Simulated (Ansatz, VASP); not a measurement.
## Ag in VASP and in Ansatz

```xyz
1
Lattice="2.7890 0.0000 0.0000 0.0000 2.7890 0.0000 0.0000 0.0000 2.7890" Properties=species:S:1:pos:R:3 pbc="T T T"
Ag    0.0000    0.0000    0.0000
```

Alike in both runs: task single point; functional PBEsol; k mesh 13 × 13 × 13; occupations fermi-dirac, width 0.1 eV; no spin polarisation.

```csv
,VASP,Ansatz
version,VASP 6.6.1,Ansatz 0.2.0
potentials or method,"VASP PAW PBE potentials, release 64 (Ag)","plane waves (420 eV) with PAW, scalar-relativistic"
plane-wave cutoff (eV),520,420
valence electrons in the cell,11,19
```

|  | VASP | Ansatz | Ansatz less VASP |
| --- | --- | --- | --- |
| pressure (GPa) | -7.3 | -7.3 | +0.08 |

With one functional, cell and mesh, what is left measures potentials, basis and numerics. The two sets of potentials don't hold the same shells in valence. Ansatz warned: «pseudo_functional_mismatch».

Caveats: the PAW data sets were made with another functional, which shifts forces and pressure a little (VASP).
